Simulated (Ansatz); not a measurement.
# ZnS: the order of phases at one pressure, part 2 of 2

Aim: bring ZnS in several structures (rocksalt, CsCl, zincblende, wurtzite, NiAs) to one pressure and rank them by enthalpy. The pressure is set by scaling the first phase. Methods of the runs shown: LAPW. Companion runs by PAW are cited.

Ansatz 0.2.0; DFT PBE; a cell built from a prototype (rocksalt type), not taken from measurement.

## 5. Wurtzite at the cell that PAW relaxed, LAPW

input.yaml

```yaml
crystal:
  lattice:
    - [3.8445746294, 0.0, 0.0]
    - [-1.9222873147, 3.3294992958, 0.0]
    - [0.0, 0.0, 6.3050789164]
  atoms:
    - { symbol: Zn, position: [0.3333333333, 0.6666666667, 0.0007376502] }
    - { symbol: Zn, position: [0.6666666667, 0.3333333333, 0.5007376502] }
    - { symbol: S, position: [0.3333333333, 0.6666666667, 0.3752623498] }
    - { symbol: S, position: [0.6666666667, 0.3333333333, 0.8752623498] }
kpoints:
  mp_grid: { grid: [10, 10, 5] }
scf:
  occupations: { method: fermi_dirac, width: 0.05 }
hamiltonian:
  xc: pbe
  pseudopotentials: { kind: all_electron, lapw: { basis_error: 0.0005 } }
output:
  forces: true
  stress: true
  eigenvalues: true
  populations: true
```

Launch:

```
$ ansatz run input.yaml --threads 1 --pin off --max-ram 3584MiB --backend cpu --events-out ev --progress --plain --runs-dir out
```

Log (excerpt; [...] marks lines left out):

```text
Zn: projections on atomic orbitals take those of the free atom 1s2 2s2 2p6 3s2 3p6 3d10 4s2, of charge +0.00 (hamiltonian.pseudopotentials.projection_atoms)
S: projections on atomic orbitals take those of the free atom 1s2 2s2 2p6 3s2 3p4, of charge +0.00 (hamiltonian.pseudopotentials.projection_atoms)
LAPW: plane waves up to 8.867 Å⁻¹, error target 5.0e-4 eV per atom; small_component_spin mean_spin; S in spheres of 1.049 Å, 14 of its electrons in bands, Dirac shells []; Zn in spheres of 1.307 Å, 20 of its electrons in bands, Dirac shells []
[...]
Pseudopotentials: kind: all_electron
Pseudopotential: Zn, LAPW, valence charge 20, Koelling and Harmon's equation, gaussian nucleus
Pseudopotential: S, LAPW, valence charge 14, Koelling and Harmon's equation, gaussian nucleus
Functional definition: PBE
[...]
Crystal: 4 atoms, lattice volume = 80.708 Å³
[...]
SCF converged after 9 iterations
Free energy (F): -119474.662594 eV
[...]
E sigma→0 (E₀):  -119474.662594 eV
Fermi energy:    8.085709 eV
[...]
--- Forces (eV/Å), atoms counted from 1 ---
  atom   1  Zn     0.00000000    -0.00000000     0.00047098
  atom   2  Zn     0.00000000     0.00000000     0.00047098
  atom   3  S     -0.00000000    -0.00000000    -0.00048014
  atom   4  S      0.00000000     0.00000000    -0.00048014
[...]
--- Stress (GPa, compression-positive) ---
        0.040161      -0.000000      -0.000000
        0.000000       0.040161      -0.000000
       -0.000000      -0.000000       0.033216
  P = ⅓ Tr σ = 0.0378 GPa (0.378 kbar)
--- Band table (eV; the first three rows and the last of 42) ---
[...]
--- Löwdin populations: 4 sites ---
  site symbol       q [e]
     0     Zn     28.7285
     1     Zn     28.7285
     2      S     17.0635
     3      S     17.0635
  spilling = 0.004521 (of n_electrons = 92.000000)
```

Run time: 36 s. Hardware: 1 thread of Intel Xeon 6975P-C (Granite Rapids), shared host; peak memory 0.51 GiB.

Result: pressure 0.04 GPa; gap on the k mesh 2.08 eV.

## 6. NiAs at the cell that PAW relaxed, LAPW

input.yaml

```yaml
crystal:
  lattice:
    - [3.6244254154, 0.0, 0.0]
    - [-1.8122127077, 3.1388444839, 0.0]
    - [0.0, 0.0, 5.9137247058]
  atoms:
    - { symbol: Zn, position: [0.0, 0.0, 0.0] }
    - { symbol: Zn, position: [0.0, 0.0, 0.5] }
    - { symbol: S, position: [0.3333333333, 0.6666666667, 0.25] }
    - { symbol: S, position: [0.6666666667, 0.3333333333, 0.75] }
kpoints:
  mp_grid: { grid: [11, 11, 6] }
scf:
  occupations: { method: fermi_dirac, width: 0.05 }
hamiltonian:
  xc: pbe
  pseudopotentials: { kind: all_electron, lapw: { basis_error: 0.0005 } }
output:
  forces: true
  stress: true
  eigenvalues: true
  populations: true
```

Launch:

```
$ ansatz run input.yaml --threads 1 --pin off --max-ram 3584MiB --backend cpu --events-out ev --progress --plain --runs-dir out
```

Log (excerpt; [...] marks lines left out):

```text
Zn: projections on atomic orbitals take those of the free atom 1s2 2s2 2p6 3s2 3p6 3d10 4s2, of charge +0.00 (hamiltonian.pseudopotentials.projection_atoms)
S: projections on atomic orbitals take those of the free atom 1s2 2s2 2p6 3s2 3p4, of charge +0.00 (hamiltonian.pseudopotentials.projection_atoms)
LAPW: plane waves up to 8.033 Å⁻¹, error target 5.0e-4 eV per atom; small_component_spin mean_spin; S in spheres of 1.143 Å, 14 of its electrons in bands, Dirac shells []; Zn in spheres of 1.419 Å, 20 of its electrons in bands, Dirac shells []
[...]
Pseudopotentials: kind: all_electron
Pseudopotential: Zn, LAPW, valence charge 20, Koelling and Harmon's equation, gaussian nucleus
Pseudopotential: S, LAPW, valence charge 14, Koelling and Harmon's equation, gaussian nucleus
Functional definition: PBE
[...]
Crystal: 4 atoms, lattice volume = 67.278 Å³
[...]
SCF converged after 9 iterations
Free energy (F): -119473.315557 eV
[...]
E sigma→0 (E₀):  -119473.315517 eV
Entropy (-TS):   -0.000080 eV (-0.020 meV/atom)
Fermi energy:    10.097582 eV
[...]
--- Forces (eV/Å), atoms counted from 1 ---
  atom   1  Zn     0.00000000     0.00000000    -0.00000000
  atom   2  Zn     0.00000000     0.00000000    -0.00000000
  atom   3  S     -0.00000000    -0.00000000     0.00000000
  atom   4  S      0.00000000     0.00000000     0.00000000
[...]
--- Stress (GPa, compression-positive) ---
        0.037798      -0.000000       0.000000
       -0.000000       0.037798       0.000000
        0.000000       0.000000       0.048127
  P = ⅓ Tr σ = 0.0412 GPa (0.412 kbar)
--- Band table (eV; the first three rows and the last of 64) ---
[...]
--- Löwdin populations: 4 sites ---
  site symbol       q [e]
     0     Zn     28.7409
     1     Zn     28.7409
     2      S     17.0481
     3      S     17.0481
  spilling = 0.004587 (of n_electrons = 92.000000)
```

Wall time 23 s (1 thread of Intel Xeon 6975P-C (Granite Rapids), shared host); peak memory 0.57 GiB.

Read from it: pressure 0.04 GPa; gap on the k mesh 0.56 eV.

## 7. The series in one table

Rows by PAW come from runs of the same series that aren't printed here.

Enthalpy per atom, H = F + pV at p = 0.016 GPa, from each method's lowest phase:

| method | start | space group, start → end | volume (Å³/atom) | pressure (GPa) | enthalpy (meV/atom) |
| --- | --- | --- | --- | --- | --- |
| LAPW | rocksalt | Fm-3m → Fm-3m | 16.615 | 0.0 | 318.7 |
| LAPW | CsCl | Pm-3m → Pm-3m | 16.314 | 0.0 | 963.6 |
| LAPW | zincblende | F-43m → F-43m | 20.157 | 0.0 | 0.0 |
| LAPW, at PAW's cell | wurtzite | P6_3mc | 20.177 | 0.0 | 2.9 |
| LAPW, at PAW's cell | NiAs | P6_3/mmc | 16.819 | 0.0 | 339.3 |
| PAW | rocksalt | Fm-3m → Fm-3m | 16.615 | 0.0 | 319.3 |
| PAW | CsCl | Pm-3m → Pm-3m | 16.306 | 0.0 | 964.8 |
| PAW | zincblende | F-43m → F-43m | 20.157 | 0.0 | 0.0 |
| PAW | wurtzite | P6_3mc → P6_3mc | 20.177 | 0.0 | 2.9 |
| PAW | NiAs | P6_3/mmc → P6_3/mmc | 16.819 | 0.0 | 340.1 |

## 8. Outcome

The summary covers parts 1 to 2.

| quantity | value |
| --- | --- |
| pressure | 0.016 GPa |
| lowest (LAPW) | zincblende, 2.9 meV/atom under wurtzite |
| lowest (PAW) | zincblende, 2.9 meV/atom under wurtzite |

**Reading.** By LAPW the order is zincblende < wurtzite < rocksalt < NiAs < CsCl; the first two lie within 2.9 meV/atom, too close to call. By PAW the order is zincblende < wurtzite < rocksalt < NiAs < CsCl; the first two lie within 2.9 meV/atom, too close to call. The methods agree on the lowest phase. Only these structures were tried, with electrons smeared by 0.05 eV and without vibrations, so the true ground state may be another. The k meshes differ between phases and weren't tested, which can move differences by some meV.
